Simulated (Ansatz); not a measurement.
# C (C2/m) in Ansatz: further runs, part 2 of 2

Ansatz 0.2.0. The steps go on from the part before.

**6. Band structure, revPBE**

File input.yaml:

```yaml
crystal:
  lattice:
    - [2.1273203072, -1.22828244, 0.0]
    - [2.1273203072, 1.22828244, 0.0]
    - [-1.3790696309, 0.0, 3.5028300786]
  atoms:
    - { symbol: C, position: [0.16664447, 0.16664447, 0.99990696] }
    - { symbol: C, position: [0.83335553, 0.83335553, 9.304e-05] }
hamiltonian:
  xc: revpbe
  pseudopotentials: { kind: paw }
kpoints:
  mp_grid: { grid: [13, 13, 8] }
  band_path:
    path:
      - [[0.0, 0.0, 0.0], [0.5, 0.5, -1.0], [0.4123194886, 0.4123194886, -1.119026649], [0.5, 0.5, -0.5], [0.6935932999, 0.3064067001, -0.5]]
      - [[0.3064067001, -0.3064067001, 0.5], [0.0, 0.0, 0.5], [0.5876805114, 0.5876805114, 0.119026649]]
      - [[0.5, 0.5, -1.0], [0.6104897536, 0.3895102464, -1.0]]
      - [[0.3895102464, -0.3895102464, 0.0], [0.0, 0.0, 0.0], [0.5, 0.0, -0.5]]
      - [[0.5, 0.0, 0.0], [0.0, 0.0, 0.0]]
    npoints: 14
scf:
  occupations: { method: fermi_dirac, width: 0.05 }
  n_extra_bands: 6
output:
  forces: true
  stress: true
  eigenvalues: true
  fatbands: false
```

Potentials or basis: Ansatz PAW.

On the command line:

```console
ansatz run input.yaml --threads 2 --pin off --max-ram 5632MiB --backend cpu --events-out ev --progress --plain --runs-dir out
```

Log:

```text
Warning: RAYON_NUM_THREADS=2 ignored (pool sized by the plan → 2); use --threads N
scf.n_extra_bands = 6 over 4 filled bands (N_el = 8.0): the run solves 10 bands
Engine: ansatz 0.2.0, aarch64-unknown-linux-gnu
Pseudopotentials: kind: paw
Pseudopotential: C, paw, valence charge 4, recommended cutoff 420 eV (normal), C.paw.azcp
Functional definition: revPBE
  parameter kappa = 1.245
  parameter beta = 0.06672455060314922
  exchange = pbe_x(kappa = kappa, mu = beta*pi^2/3)
  correlation = pbe_c(beta = beta)
Crystal: 2 atoms, lattice volume = 18.305 Å³
Basis set: ecut = 420 eV, 359 PW (Γ), exchange–correlation on 36×36×54 points (8 copies of the dense FFT grid, shifted against one another)
Bands: 10, of which v1, the nominal top of the filled ones, is band 4 counted from 1 (3 counted from 0)
Symmetry: 4 space group operations
Space group: C2/m (ITA 12), of the structure as read, at distance tolerance 2.6e-5 Å
k-points: 371 of 1352
Non-local potential: C, projectors of the file, l = 0: 2, l = 1: 2, l = 2: 1
PAW form: soft (Blöchl's): semilocal exchange-correlation on the pseudo side does not see the compensation charge
PAW frozen core: C, regenerated for the run's functional, and the local potential with it (the file was generated under x = pbe(κ = 0.804, μ = 0.2195149727645171), c = pbe(β = 0.06672455060314922))
PAW one-centre angular grid: C, 110 points (default); XC on 64 Gauss nodes
Initial density: superposition of atomic densities (neutral atoms: chi_scale 0, normalization atom), corrected by the library's trained network
Initial wavefunctions: pseudopotential atomic-orbital guess
Functional: x = revpbe(κ = 1.245, μ = 0.2195149727645171), c = pbe(β = 0.06672455060314922)
SCF iter   1: F=—  HF=-503.744067 eV  |F-HF|=—  |Δ(HF+E_count)|=         —  Δρ=3.23e-3  dr2=1.91e-3  ethr=1.77e-3  ⟨swp⟩=4.8  Hψ=22225  notcnv=0  defer=162
preconditioner: auto → none  [insulator: Δε(μ)=0.946 eV  Ē_g=21.299 eV  σ=0.050 eV  W_gap=1.00  n_scr=2 (ndim 8)  ℏωp=24.5 eV  f_vac=0.025  D(μ)=0.00/eV (n_scr^D=0)  ε∞_Penn≈2.3]
SCF iter   2: F=—  HF=-503.744619 eV  |F-HF|=—  |Δ(HF+E_count)|=   5.51e-4  Δρ=1.66e-3  dr2=3.44e-4  ethr=2.39e-5  ⟨swp⟩=1.9  Hψ=7191  notcnv=0  defer=293
SCF iter   3: F=—  HF=-503.744825 eV  |F-HF|=—  |Δ(HF+E_count)|=   2.06e-4  Δρ=2.42e-4  dr2=4.48e-6  ethr=4.30e-6  ⟨swp⟩=3.0  Hψ=4743  notcnv=0  defer=293
SCF iter   4: F=—  HF=-503.744825 eV  |F-HF|=—  |Δ(HF+E_count)|=   5.19e-7  Δρ=3.04e-5  dr2=2.50e-7  ethr=5.61e-8  ⟨swp⟩=2.5  Hψ=4445  notcnv=0  defer=293
iter 5 did not close the SCF: its close was put off for the readings that it lacked (scf_convergence_deferred on its scf_iter line)
SCF iter   5: F=-503.744825 eV  HF=-503.744825 eV  |F-HF|=4.50e-9  |Δ(HF+E_count)|=   2.88e-8  Δρ=5.75e-6  dr2=3.09e-9  ethr=3.13e-9  ⟨swp⟩=2.3  Hψ=4563  notcnv=0  defer=293
SCF iter   6: F=-503.744825 eV  HF=-503.744825 eV  |F-HF|=1.51e-10  |Δ(HF+E_count)|=   5.44e-9  Δρ=7.40e-7  dr2=4.04e-11  ethr=3.86e-11  ⟨swp⟩=5.5  Hψ=15627  notcnv=0
SCF 1 converged in 6 iterations: F = -503.744825 eV  dr2 = 4.04e-11
NSCF: frozen V_eff on 145 k-points
SCF converged after 6 iterations
Free energy (F): -503.744825 eV
Harris-Foulkes:  -503.744825 eV  (|F-HF|=1.51e-10)
Internal energy: -503.744824 eV  (E = F + TS)
E sigma→0 (E₀):  -503.744825 eV
Entropy (-TS):   -0.000001 eV (-0.000 meV/atom)
Fermi energy:    6.755543 eV
--- Per-component energies (eV) ---
  E_band       = -20.008553
  E_kinetic    = 182.447312
  E_local      = -329.579059  (includes V_loc(G=0)·N_el)
  E_nonlocal   = 53.812390
  E_hartree    = 102.791896
  E_xc         = -96.444364
  E_vxc        = -119.263613  (∫ρ·V_xc dr)
  E_paw        = -200.354989  (= ΣΔE_a)
  E_vpaw       = -13.009414  (= ΣTr[D̂ρ^β])
  E_aug_tail   = 0.000015  (compensation charges beyond the density's cutoff)
  E_ewald      = -216.394690
  E_core_change = -0.023335  (= ΣΔE_core)
  E_smearing   = -0.000001  (= −TS)
  E_closure    = 0.000000  (closes the sum)
  Σ components = -503.744825   (vs F -503.744825, Δ=0.00e0)
--- Forces (eV/Å), atoms counted from 1 ---
  atom   1  C     -0.00236243     0.00000000     0.00402633
  atom   2  C      0.00236243    -0.00000000    -0.00402633
  max |Σ_I F_I| component: 8.67e-19 eV/Å
--- Stress (GPa, compression-positive) ---
        8.296775      -0.000000      -0.027183
       -0.000000       8.227237       0.000000
       -0.027183       0.000000       3.736342
  P = ⅓ Tr σ = 6.7535 GPa (67.535 kbar)
--- Band table (eV; the first three rows and the last of 371) ---
  k-point 0: bands = ["-13.0683", "-0.1738", "3.6874", "3.6908", "10.8715", "15.1455", "15.1476", "18.2427", "19.4472", "29.5466"]
  k-point 1: bands = ["-13.0393", "-0.4323", "3.6859", "3.6890", "11.5096", "15.1416", "15.1426", "18.2611", "19.4280", "29.4971"]
  k-point 2: bands = ["-12.9679", "-0.9965", "3.6830", "3.6850", "13.1756", "15.1299", "15.1315", "18.3126", "19.3797", "27.5316"]
  k-point 370: bands = ["-7.6176", "-6.5696", "-0.1842", "4.6903", "8.5821", "14.9461", "18.5460", "19.3854", "23.3903", "26.5423"]
```

bands.tsv:

```text
# k_distance	band_0	band_1	band_2	band_3	band_4	band_5	band_6	band_7	band_8	band_9
# fermi_ev = 6.755543
# lock_threshold_ev = 1e-6
# [0, 0, 0] at k_distance = 0.000000
# [0.5, 0.5, -1] at k_distance = 1.910666
[... 161 lines left out ...]
12.973497	-19.055932	-6.114878	-5.673709	-4.339226	5.190955	8.427226	9.089273	11.290998	14.156817	21.247220
13.081002	-19.331533	-6.406206	-4.844474	-3.957650	4.805541	8.487229	9.874498	10.332881	13.633265	22.211381
13.188506	-19.546534	-6.634319	-4.124585	-3.607990	4.504220	8.494306	9.528053	10.541552	13.211707	23.113088
13.296010	-19.700457	-6.798025	-3.558656	-3.321814	4.288524	8.458950	8.913078	11.053056	12.915627	23.188968
13.403515	-19.792964	-6.896470	-3.193716	-3.132178	4.159086	8.411285	8.524514	11.376512	12.746026	22.894724
13.511019	-19.823819	-6.929322	-3.068143	-3.064704	4.115956	8.389995	8.392036	11.487201	12.691615	22.791089
```

Run time: 2.9 s. Hardware: 2 threads of Arm Neoverse V1, shared host; peak memory 0.33 GiB.

What came out:

```
Free energy             : -503.7448 eV
Pressure                : 6.8 GPa
Largest force           : 0.005 eV/Å
Band gap along the path : 0.35 eV, direct
```

Forces in eV/Å, atoms in the order of the input:
```
C   -0.002  0.000  0.004
C    0.002  0.000 -0.004
```

Levels at the corners of the path, in eV from the valence-band top:
```
point  band 1  band 2  band 3  band 4  band 5  band 6  band 7  band 8
    Γ  -19.61   -6.72   -2.85   -2.85    4.33    8.60    8.61   11.70
    Y  -14.18  -13.15   -6.31   -2.47    1.61    7.50   13.31   14.80
    F  -15.62  -11.49   -6.12   -2.87    2.73    7.66   10.10   16.15
    L  -14.25  -13.20   -6.27   -1.98    2.10    7.77   12.10   12.75
    I  -13.22  -11.96  -10.22   -1.04    1.20   10.90   13.59   13.65
   I1  -13.22  -11.96  -10.22   -1.04    1.20   10.90   13.59   13.65
    Z  -19.40   -8.23   -2.86   -2.86    8.57    8.57    9.99   11.85
   F1  -15.62  -11.49   -6.12   -2.87    2.73    7.66   10.10   16.15
    Y  -14.18  -13.15   -6.31   -2.47    1.61    7.50   13.31   14.80
   X1  -13.44  -12.49   -9.17   -1.40    1.32   11.38   11.53   15.43
    X  -13.44  -12.49   -9.17   -1.40    1.32   11.38   11.53   15.43
    Γ  -19.61   -6.72   -2.85   -2.85    4.33    8.60    8.61   11.70
    N  -14.18  -13.15   -6.31   -2.51    1.56    7.50   13.40   15.02
    M  -14.26  -13.21   -6.27   -1.94    2.15    7.77   12.01   12.60
    Γ  -19.61   -6.72   -2.85   -2.85    4.33    8.60    8.61   11.70
```

Caveat: the pressure holds a Pulay correction of +0.5 GPa for the finite cutoff; this functional lacks dispersion, which binds the layers, so the pressure and a relaxed spacing across them are unreliable; the PAW data sets come from PBE, with cores solved anew for the run's functional, which leaves a small shift of forces and pressure.

**7. Overview**

```csv
level,pressure (GPa)
LDA,-4.1
PBE,3.8
PBEsol,0.9
RPBE,7.7
revPBE,6.8
```

Alike in all rows: task band structure; potentials or basis Ansatz PAW; no spin polarisation; cell as given; k mesh 13 × 13 × 8; cutoff (eV) 420; smearing fermi-dirac 0.05 eV.

The pressure there spans -4.1 GPa (LDA) to 7.7 GPa (RPBE); a positive pressure means that this level wants a larger cell, a negative one a smaller.

Caveats: the PAW data sets come from PBE, with cores solved anew for the run's functional, which leaves a small shift of forces and pressure (some runs); this functional lacks dispersion, which binds the layers, so the pressure and a relaxed spacing across them are unreliable (some runs).

Absolute energies hang on the potentials; compare differences alone.
